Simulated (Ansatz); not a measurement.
N:

```
N
1.0
     5.81510    0.00000    0.00000
     0.00000    5.81510    0.00000
     0.00000    0.00000    5.81510
N
8
Direct
  0.04586 0.45414 0.54586
  0.45414 0.54586 0.04586
  0.54586 0.04586 0.45414
  0.95414 0.95414 0.95414
  0.93610 0.56390 0.43610
  0.56390 0.43610 0.93610
  0.43610 0.93610 0.56390
  0.06390 0.06390 0.06390
```

Base run:

* Program: Ansatz 0.2.0
* Functional: BLYP
* Potentials or basis: Ansatz PAW
* Cutoff: 420 eV (not typed: the program's choice for these potentials)
* k mesh: 5 × 5 × 5
* Occupations: gaussian, width 0.05 eV
* Spin: no spin polarisation

Its results: band gap on the k mesh 7.54 eV, indirect (least direct gap 7.56 eV); pressure -0.4 GPa; largest force 0.815 eV/Å.

Question: The run is repeated on the same cell with these changes: functional from BLYP to revPBE; occupations from gaussian, width 0.05 eV to fermi-dirac, width 0.1 eV. What comes out?

Answer: Band gap on the k mesh 7.55 eV, indirect (least direct gap 7.57 eV); pressure 0.6 GPa; largest force 0.205 eV/Å.

Caveats: the PAW data sets come from PBE, with cores solved anew for the run's functional, which leaves a small shift of forces and pressure.
